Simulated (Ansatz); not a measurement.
Take LaAlO₃ in the cubic perovskite structure (space group Pm-3m, No. 221; a = 3.812 Å) as the base.

Method: PBE (Ansatz, a first-principles code, PAW, without spin-orbit coupling).

Carriers are added at fixed cell with a uniform background; the Fermi–Dirac width is that of 300 K.

One change was made to it. Results:

```tsv
quantity	base	after
gap character	indirect, R → Γ	indirect, R → Γ
Fermi level relative to the doped band's edge (positive inside the band; to 0.05 eV)	–	+0.15 eV
gap between the host's bands	3.50 eV	3.81 eV
```

### Question
Which change produced these results?
A. electrons 1.0×10^22 cm⁻³
B. holes 7.0×10^21 cm⁻³
C. holes 2.0×10^22 cm⁻³

### Answer
B, holes 7.0×10^21 cm⁻³. For comparison, the gap between the host's bands in the other runs: electrons 1.0×10^22 cm⁻³ gives 3.69 eV; holes 2.0×10^22 cm⁻³ gives 4.45 eV.

Carriers are added with a uniform compensating background; total energy and stress of such cells depend on the potential's zero and are not compared; many-body gap narrowing is missing at this level. No phonon test of stability was made. Many cubic perovskites are stable only at high temperature; tilts and polar distortions were not tested.
